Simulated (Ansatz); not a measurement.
Theory: DFT PBE, scalar-relativistic, plane waves, PAW (Ansatz 0.2.0). All cells share a 420 eV cutoff and Γ-centred k meshes spaced at most about 0.3 Å⁻¹ (about 0.25 or finer for metals, 2π included). No spin polarisation.

Each guess is relaxed in cell and atoms at zero pressure, on a coarse mesh first where it starts far from rest and then on a converged one. The steps can't lower the symmetry of the start, but it can rise. Energies are static (0 K, no zero-point motion).

Two unrelaxed guesses for TaAs:

A.

```
CELL_PARAMETERS angstrom
3.44683 0.00000 0.00000
0.00000 3.44683 0.00000
0.00000 0.00000 3.63102
ATOMIC_POSITIONS crystal
Ta 0.50000 0.50000 0.00000
As 0.00000 0.00000 0.50000
```

B.

```
CELL_PARAMETERS angstrom
3.52450 0.00000 0.00000
-1.76225 3.05231 0.00000
0.00000 0.00000 3.39517
ATOMIC_POSITIONS crystal
Ta 0.33333 0.66667 0.50000
As 0.00000 0.00000 0.00000
```

**Question.** Do they relax into the same structure? If not, which is lower?

**Answer.** No. B ends lower, by 278 meV/atom. A: P4/mmm at 21.6 Å³/atom → Pm-3m (caesium chloride type) at 16.6 Å³/atom; B: P-6m2 at 18.3 Å³/atom → P-6m2 (tungsten carbide type) at 17.6 Å³/atom. Counting As atoms around Ta (those within 1.25 times the shortest such distance or 1.15 times the sum of covalent radii, 1.27 where that leaves under three), the end of A has Ta 8 and the end of B has Ta 6. End of A. Conventional cell: a = 3.215 Å. Around Ta lie 8 As at 2.78 Å and 6 Ta at 3.21 Å; around As lie 8 Ta at 2.78 Å and 6 As at 3.21 Å. End of B. Conventional cell: a = 3.414 Å, c = 3.484 Å. Ta has 6 As at 2.63 Å; As is surrounded by 6 Ta at 2.63 Å.

Ends held by symmetry can be saddle points. Neither end is the lowest form computed: that has space group I4_1md (No. 109), is reached from a Materials Project cell and lies 1 meV/atom below the better end. Spin–orbit coupling, which can matter for Ta, is left out. Some types were kept out of the candidates beforehand, so the set may lack a known form.
